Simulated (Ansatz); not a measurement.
# From barrier to diffusion: O in C

Level of theory: Ansatz, DFT PBE+D3(BJ), scalar-relativistic, plane waves, PAW. Settings: 420 eV cutoff, 2×2×2 k-mesh, shifted by half a step, Gaussian smearing of 0.02 eV, no spin polarisation.

Host crystal, relaxed:

```cif
data_structure
_symmetry_space_group_name_H-M 'P 1'
_symmetry_Int_Tables_number 1
_cell_length_a 2.4649
_cell_length_b 2.4649
_cell_length_c 3.6601
_cell_angle_alpha 109.614
_cell_angle_beta 109.614
_cell_angle_gamma 60.000
_cell_volume 17.75
loop_
_atom_site_label
_atom_site_type_symbol
_atom_site_fract_x
_atom_site_fract_y
_atom_site_fract_z
_atom_site_occupancy
C1 C 0.83337 0.83337 0.00011 1
C2 C 0.16663 0.16663 0.99989 1
```

In a supercell of 32 host sites, interstitial O hops to an equivalent place, moving 1.48 Å. Climbing-image nudged elastic band at fixed cell; the order of the saddle wasn't checked, and the small cell leaves errors of about a tenth of an eV.

```
image path (Å) E − E(0) (eV)
    0      0.00          0.000
    1      0.31          0.053
    2      0.62          0.399
    3      0.93          1.068
    4      1.24          0.399
    5      1.55          0.053
    6      1.86          0.000
```

**Question.** What are the barriers forward and back, and what attempt frequency does the shape suggest?

**Answer.** Forward 1.07 eV, back 1.07 eV, the ends being level. For a sinusoidal profile E_b sin²(πx/l), with the O atom alone moving, ν = (1/l)√(E_b/2m) = 1.2×10¹³ s⁻¹, within an order of magnitude of the customary 10¹³ s⁻¹; a true prefactor needs the vibrations at the minimum and at the saddle.

**Question.** With ν = 10¹³ s⁻¹, give the forward jump rate along this one path, the wait 1/k for that jump, the diffusivity D ≈ l²k and the distance √(Dt) covered in an hour at 300, 600 and 1000 K, taking the host as solid throughout.

**Answer.** k = ν exp(−E_b/k_BT):
| T (K) | k (1/s) | wait (s) | D (cm²/s) | √(Dt) in 1 h (nm) |
| --- | --- | --- | --- | --- |
| 300 | 1.2×10⁻⁵ | 8.6×10⁴ | 2.5×10⁻²¹ | 0.030 |
| 600 | 1.1×10⁴ | 9.3×10⁻⁵ | 2.4×10⁻¹² | 923 |
| 1000 | 4.2×10⁷ | 2.4×10⁻⁸ | 9.1×10⁻⁹ | 5.7×10⁴ |

D = l²k holds for six equivalent jumps in three dimensions (z l²k/6) and is a scale otherwise. Long-range transport needs a connected net of such jumps, and traps slow it. D is that of an interstitial already there. An error of 0.1 eV in the barrier changes k by a factor of 48 at 300 K and 3.2 at 1000 K.

Cost: 1 run of about 1.8 core-minutes, on AMD EPYC 9R45 (Zen 5) (shared hosts).